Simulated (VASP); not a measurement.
Set up this calculation in VASP 6.6.1, as the native input.

- Task: single point
- Functional: PBE
- Potentials or basis: VASP PAW PBE potentials, release 64 (Mg, O)
- Cutoff: 520 eV
- k mesh: 14 × 14 × 14
- Occupations: gaussian, width 0.02 eV
- Spin: no spin polarisation
- Further INCAR settings: ALGO = Normal; EDIFF = 1e-07; NBANDS = 11

The structure of MgO lies in POSCAR:

```
MgO
1.0
    0.0000000000      2.1085000000      2.1085000000
    2.1085000000      0.0000000000      2.1085000000
    2.1085000000      2.1085000000      0.0000000000
Mg O
1 1
Direct
    0.0000000000      0.0000000000      0.0000000000
    0.5000000000      0.5000000000      0.5000000000
```

The input as run:

INCAR

```
SYSTEM = MgO
PREC = Accurate
ENCUT = 520
EDIFF = 1E-7
ISMEAR = 0
SIGMA = 0.02
LREAL = .FALSE.
LASPH = .TRUE.
NELM = 80
ALGO = Normal
ISIF = 2
LWAVE = .FALSE.
LCHARG = .FALSE.
GGA = PE
NBANDS = 11
```

KPOINTS

```
Automatic mesh
0
G
  14 14 14
  0 0 0
```

Potentials or basis: VASP PAW PBE potentials, release 64 (Mg, O).

The run is started by

```sh
$ cat potpaw_PBE.64/Mg/POTCAR potpaw_PBE.64/O/POTCAR > POTCAR
$ mpirun -np 1 vasp_std > vasp.out
```

It gave:

```
Pressure               : 3.4 GPa
Band gap on the k mesh : 4.69 eV, direct
```

Run time: 13 s on 1 thread of Intel(R) Xeon(R) Platinum 8488C (Sapphire Rapids), on a shared host, peak memory 0.15 GiB.
